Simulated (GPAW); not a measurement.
# Magnetic state of linear V chain, spacing 2.761 A from several starts, part 2 of 2

Aim: find out whether linear V chain, spacing 2.761 A carries moments, and which collinear order costs least.

GPAW 26.7.0; LDA; plane waves with GPAW's PAW setups, scalar-relativistic.

So far. Step 2 (Order 1, typed as ferro +): After 14 cycles the largest moment stands at 2.95 μB.

## 3. Start 2: antiferro q=(0,0,1/2) +-

Reversing part of the moments tests the sign of the couplings between them.

The cell is doubled to 2 atoms to hold this order. Its mesh is chosen so that both cells sample the same points.

The input, order2.py:

```python
import json
import numpy as np
from ase import Atoms
from ase.parallel import paropen, parprint
from gpaw import GPAW

atoms = Atoms(['V', 'V'],
    cell=[[12.0, 0.0, 0.0],
         [0.0, 12.0, 0.0],
         [0.0, 0.0, 5.522]],
    scaled_positions=[[0.5, 0.5, 0.0],
         [0.5, 0.5, 0.5]],
    pbc=True,
    magmoms=[1.5, -1.5])
atoms.calc = GPAW(mode={'name': 'pw', 'ecut': 550},
    xc='LDA',
    kpts={'size': (1, 1, 5), 'gamma': True},
    occupations={'name': 'fermi-dirac', 'width': 0.1},
    convergence={'density': 0.001, 'energy': 1e-05},
    maxiter=200,
    symmetry={'tolerance': 1e-4},
    txt='order2.txt')
e = atoms.get_potential_energy(force_consistent=True)
res = {'free_energy': e, 'energy_sigma0': atoms.get_potential_energy(), 'fermi_energy': atoms.calc.get_fermi_level()}
res['moments'] = atoms.get_magnetic_moments().tolist()
res['total'] = atoms.get_magnetic_moment()
parprint('site moments (muB):', np.round(res['moments'], 3))
parprint(f"total moment: {res['total']:.3f} muB")
parprint(f'free energy: {e:.6f} eV')
atoms.calc.write('order2.gpw')
with paropen('results.json', 'w') as f:
    json.dump(res, f)
```

Command:

```console
$ OMP_NUM_THREADS=1 python3 order2.py > order2.log
```

The log of the run:

```text
site moments (muB): [ 2.718 -2.718]
total moment: 0.000 muB
free energy: -8.950595 eV

--- order2.txt ---
Input parameters:
  mode=PW(ecut=550),
  convergence={'density': 0.001, 'energy': 1e-05},
  kpts=MonkhorstPack(size=(1, 1, 5), gamma=True),
  maxiter=200,
  occupations=Occupations(name='fermi-dirac', width=0.1),
  symmetry=Symmetry(tolerance=0.0001),
  xc=XC(name='LDA')

Diagonalizing LCAO Hamiltonian
Converting LCAO to pw mode
        .----------------------------.
       /|                            |
      / |                            |
     /  |                            |
    /   |                            |
   /    |                            |
  /     |                            |
 *      .----------V-----------------.
 |     /                            /
 |    /                            /
 |   /                            /
 |  /              V             /
 | /                            /
 |/                            /
 *----------------------------*

Atoms  # Å, Bohr magnetons
|   | symbol |        x |        y |        z |    initial magnetic moments |
|---|--------|----------|----------|----------|-----------------------------|
| 0 |      V | 6.000000 | 6.000000 | 0.000000 | ( 0.0000,  0.0000,  1.5000) |
| 1 |      V | 6.000000 | 6.000000 | 2.761000 | ( 0.0000,  0.0000, -1.5000) |

Unit cell  # Å
| periodic |         x |         y |        z |   lengths |    angles |
|----------|-----------|-----------|----------|-----------|-----------|
|      yes | 12.000000 |  0.000000 | 0.000000 | 12.000000 | 90.000000 |
|      yes |  0.000000 | 12.000000 | 0.000000 | 12.000000 | 90.000000 |
|      yes |  0.000000 |  0.000000 | 5.522000 |  5.522000 | 90.000000 |

Number of symmetries: 16

BZ-sampling:
  Number of BZ points: 5
  Number of IBZ points: 3

  Monkhorst-Pack size: [1, 1, 5]
  Monkhorst-Pack shift: [0, 0, 0]

Plane wave coefficients: 23301
Cutoff: 550.0 eV

Spin-components: 2 (collinear spins)
Bands:           20
Projectors:      12
Spin-degeneracy: 1
Datatype:        complex128

Parallelization:
  kpt:    1
  domain: 1
  band:   1

Density:
  Valence electrons: 26.0
  Components: 2
  Grid points: [70 70 30]
  Charge: 0.0  # |e|

Potential:
  Grid points: [70 70 30]

[... setups left out ...]
Reference energy: -51535.203669  # eV

eigensolver:
  PPCG
  Converge bands: occupied
  niter=2

density mixing:
  MSR1-Mixer
  Pratt-step length: 0.05
  Maximum mixing coefficient: 0.75
  Old densities: 10
  SVD Regularization: 0.005
  Good broyden scale: 1.0
  Trust region scale: 1.0
  Backstep threshold: 4.0
  History deletion threshold: 6.0
  Fourier metric: weight=20.0, sigma=0.015

occupation numbers:
  Fermi-Dirac:
    width: 0.1000  # eV

poisson solver:
  ecut: 4400.0  # eV

xc functional:
  name: None

convergence criteria:
- Maximum integral of absolute [dens]ity change: 0.001 electrons / valence electron
- Maximum [total energy] change in last 3 cyles: 1e-05 eV / valence electron
- Maximum integral of absolute [eigenst]ate change: 4e-08 eV^2 / valence electron
maximum number of iterations: 200

SCF iterations
|iter     |      energy | eigst |  dens |  magmom |
|---------|-------------|-------|-------|---------|
|iter:   1|       0s |   -9.255566 | +0.29 |       |  +0.0000|
|iter:   2|       3s |   -8.908579 | -0.96 | -0.64 |  -0.0000|
|iter:   3|       6s |   -8.385867 | -0.70 | -0.70 |  +0.0000|
|iter:   4|       9s |   -8.573905 | -1.39 | -0.95 |  -0.0000|
|iter:   5|      12s |   -8.707816 | -1.75 | -1.20 |  +0.0000|
|iter:   6|      16s |   -8.703309 | -2.48 | -1.85 |  -0.0000|
|iter:   7|      19s |   -8.705629 | -3.26 | -2.32 |  +0.0000|
|iter:   8|      22s |   -8.705965 | -3.95 | -2.57 |  -0.0000|
|iter:   9|      25s |   -8.706805 | -3.95 | -2.69 |  +0.0018|
|iter:  10|      28s |   -8.706037 | -4.47 | -2.04 |  +0.0000|
|iter:  11|      32s |   -8.706094 | -5.21 | -3.48c|  +0.0002|
|iter:  12|      35s |   -8.706163c| -5.90 | -3.60c|  +0.0004|
|iter:  13|      38s |   -8.706180c| -6.44 | -4.18c|  +0.0003|
|iter:  14|      41s |   -8.706182c| -6.90 | -4.51c|  +0.0002|
|iter:  15|      44s |   -8.706182c| -7.32 | -4.66c|  +0.0001|
|iter:  16|      46s |   -8.706182c| -7.59c| -5.23c|  +0.0001|

Converged in 16 steps
Energy contributions relative to reference atoms: (reference = -51535.203669)

Energy contributions:
  Kinetic:          -7.553455
  Coulomb:          12.821447
  Zero:              0.109579
  External:          0.000000
  Xc:              -13.839341
  Entropy:          -0.488825
  Spinorbit:         0.000000
  ----------------------------
  Free energy:      -8.950595
  Extrapolated:     -8.706182

dipole moment: (0.000000, 0.000000, -12.976380)  # |e|*Ang

Total magnetic moment: (0.000000, 0.000000, 0.000090)

Local magnetic moments
|        x |        y |         z |
|----------|----------|-----------|
| 0.000000 | 0.000000 |  2.718137 |  # V    0
| 0.000000 | 0.000000 | -2.718104 |  # V    1

Fermi level: -3.407
Eigenvalues  # (at kpt = [0.000, 0.000, 0.000])
| band index |      eig [eV] | occ [0-1] |      eig [eV] | occ [0-1] |
|------------|---------------|-----------|---------------|-----------|
|          0 |       -67.201 |     1.000 |       -67.201 |     1.000 |
|        ... |               |           |               |           |
|          6 |       -38.928 |     1.000 |       -38.927 |     1.000 |
|          7 |       -38.665 |     1.000 |       -38.665 |     1.000 |
|          8 |        -5.654 |     1.000 |        -5.654 |     1.000 |
|          9 |        -3.766 |     0.973 |        -3.766 |     0.973 |
|         10 |        -3.766 |     0.973 |        -3.766 |     0.973 |
|         11 |        -3.666 |     0.930 |        -3.666 |     0.930 |
|         12 |        -3.486 |     0.687 |        -3.486 |     0.687 |
|         13 |        -3.485 |     0.686 |        -3.485 |     0.686 |
|         14 |        -1.818 |     0.000 |        -1.818 |     0.000 |
|         15 |        -1.314 |     0.000 |        -1.314 |     0.000 |
|         16 |        -1.153 |     0.000 |        -1.153 |     0.000 |
|         17 |        -1.151 |     0.000 |        -1.151 |     0.000 |
|         18 |        -0.561 |     0.000 |        -0.561 |     0.000 |
|         19 |        -0.561 |     0.000 |        -0.561 |     0.000 |

Gap: 0.219 eV
Transition (v -> c):
  (s=0, k=2, n=13, [0.00, 0.00, 0.40]) -> (s=0, k=2, n=14, [0.00, 0.00, 0.40])
No difference between direct/indirect transitions
```

It took 53 s on 1 MPI rank of Intel Xeon Platinum 8488C (Sapphire Rapids), shared host; peak memory 0.53 GiB.

This step gave:

| Property | Result |
| --- | --- |
| magnetization | 0 μB |
| final state | antiferromagnetic |
| largest moment | 2.718 μB |

It lies 208 meV a seeded atom over the first start, and its largest moment is 2.72 μB against 2.95 μB.

## 4. Start 3: no spin polarisation

This run holds no moments, which gives a state to set the others against.

The input, nospin.py:

```python
import json
import numpy as np
from ase import Atoms
from ase.parallel import paropen, parprint
from gpaw import GPAW

atoms = Atoms(['V'],
    cell=[[12.0, 0.0, 0.0],
         [0.0, 12.0, 0.0],
         [0.0, 0.0, 2.761]],
    scaled_positions=[[0.5, 0.5, 0.0]],
    pbc=True)
atoms.calc = GPAW(mode={'name': 'pw', 'ecut': 550},
    xc='LDA',
    kpts={'size': (1, 1, 10), 'gamma': True},
    occupations={'name': 'fermi-dirac', 'width': 0.1},
    convergence={'density': 0.001, 'energy': 1e-05},
    maxiter=200,
    symmetry={'tolerance': 1e-4},
    txt='nospin.txt')
e = atoms.get_potential_energy(force_consistent=True)
res = {'free_energy': e, 'energy_sigma0': atoms.get_potential_energy(), 'fermi_energy': atoms.calc.get_fermi_level()}
parprint(f'free energy: {e:.6f} eV')
atoms.calc.write('nospin.gpw')
with paropen('results.json', 'w') as f:
    json.dump(res, f)
```

Command:

```console
$ OMP_NUM_THREADS=1 python3 nospin.py > nospin.log
```

The log of the run:

```text
free energy: -3.585983 eV

--- nospin.txt ---
Input parameters:
  mode=PW(ecut=550),
  convergence={'density': 0.001, 'energy': 1e-05},
  kpts=MonkhorstPack(size=(1, 1, 10), gamma=True),
  maxiter=200,
  occupations=Occupations(name='fermi-dirac', width=0.1),
  symmetry=Symmetry(tolerance=0.0001),
  xc=XC(name='LDA')

Diagonalizing LCAO Hamiltonian
Converting LCAO to pw mode
        .----------------------------.
[...]
|------------|---------------|-----------|
|          0 |       -67.331 |     2.000 |
|          1 |       -41.685 |     2.000 |
|          2 |       -41.685 |     2.000 |
|          3 |       -41.048 |     2.000 |
|          4 |        -5.989 |     2.000 |
[...]
|          8 |        -2.130 |     0.000 |
|          9 |        -2.130 |     0.000 |
|         10 |        -1.984 |     0.000 |
|         11 |        -1.984 |     0.000 |

No gap
No difference between direct/indirect transitions


[key lines of the parts left out:]
Free energy:      -3.585983
Converged in 16 steps
dipole moment: (0.000000, 0.000000, -6.581417)  # |e|*Ang
Fermi level: -3.591
```

The job ended after 14 s (1 MPI rank; peak memory 0.25 GiB).

This step gave:

```
final state : non-magnetic (no spin polarisation)
```

It lies 1097 meV a seeded atom over the first start.

## 5. An attempt with other settings

An input with a fault is tried, to see how the program answers.

The input, run.py:

```python
import json
import numpy as np
from ase import Atoms
from ase.parallel import paropen, parprint
from gpaw import GPAW

atoms = Atoms(['V'],
    cell=[[12.0, 0.0, 0.0],
         [0.0, 12.0, 0.0],
         [0.0, 0.0, 2.761]],
    scaled_positions=[[0.5, 0.5, 0.0]],
    pbc=True,
    magmoms=[1.5])
atoms.calc = GPAW(mode={'name': 'pw', 'ecut': 550},
    xc='LDA',
    kpts={'size': (1, 1, 10), 'gamma': True},
    occupation={'name': 'fermi-dirac', 'width': 0.1},
    convergence={'density': 0.001, 'energy': 1e-05},
    maxiter=100,
    symmetry={'tolerance': 1e-4},
    txt='run.txt')
e = atoms.get_potential_energy(force_consistent=True)
res = {'free_energy': e, 'energy_sigma0': atoms.get_potential_energy(), 'fermi_energy': atoms.calc.get_fermi_level()}
res['moments'] = atoms.get_magnetic_moments().tolist()
res['total'] = atoms.get_magnetic_moment()
parprint('site moments (muB):', np.round(res['moments'], 3))
parprint(f"total moment: {res['total']:.3f} muB")
parprint(f'free energy: {e:.6f} eV')
atoms.calc.write('run.gpw')
with paropen('results.json', 'w') as f:
    json.dump(res, f)
```

Command:

```console
$ OMP_NUM_THREADS=1 python3 run.py > run.log
```

The log of the run:

```text
TypeError: GPAW() got an unexpected keyword argument 'occupation'
```

It took 1.2 s on 1 MPI rank; peak memory 0.1 GiB.

The program refused the input before any cycle.

The program's message: “TypeError: GPAW() got an unexpected keyword argument 'occupation'”

A key was misspelt on purpose.

The name must match the manual letter for letter.

## 6. Energies of the orders

These are free energies at a smearing of 0.1 eV, so its entropy term is in the differences. They are divided by the number of seeded atoms, so that cells of unlike size compare. Wavevectors q in the names are fractions of the reciprocal vectors of the first run's cell.

Orders:

| start | final state | typed order kept | energy over the lowest (meV a seeded atom) | largest site moment (μB) | net moment (μB a primitive cell) | mesh matched | CPU time (s) |
| --- | --- | --- | --- | --- | --- | --- | --- |
| ferro + | ferromagnetic | yes | 0 | 2.952 | 4.002 | yes | 25.88 |
| antiferro q=(0,0,1/2) +- | antiferromagnetic | yes | 207.9 | 2.718 | 0 | yes | 52.92 |
| no spin polarisation | non-magnetic | - | 1097 | 0 | 0 | yes | 14.36 |

## 7. What came out

```json
{"lowest state found": "ferromagnetic (typed ferro +)", "largest site moment": "2.95 μB", "next state": "antiferromagnetic, 208 meV a seeded atom higher", "energy gained by spin polarisation": "1097 meV a seeded atom"}
```

The lowest state found is ferromagnetic, reached from the start ferro +, with moments up to 2.95 μB. The next state costs 208 meV a seeded atom. This is the lowest of 3 finished starts, no proof of the ground state.

[Logs and program files are shortened in this print: banners, set-up blocks, solver, clock and traceback lines can be left out without a mark of their own.]

[Logs are printed without paths, hosts, clocks, repeated set-up lines and the standing remarks that a program may print on its own settings, such as how far it seeks lower states.]

[Hosts, paths, dates, database ids (printed as entryN), source tags and the programs' standing remarks are cut or masked in the printed files.]

[Where a cell is said to come from a database of computed structures, the database is the Materials Project.]
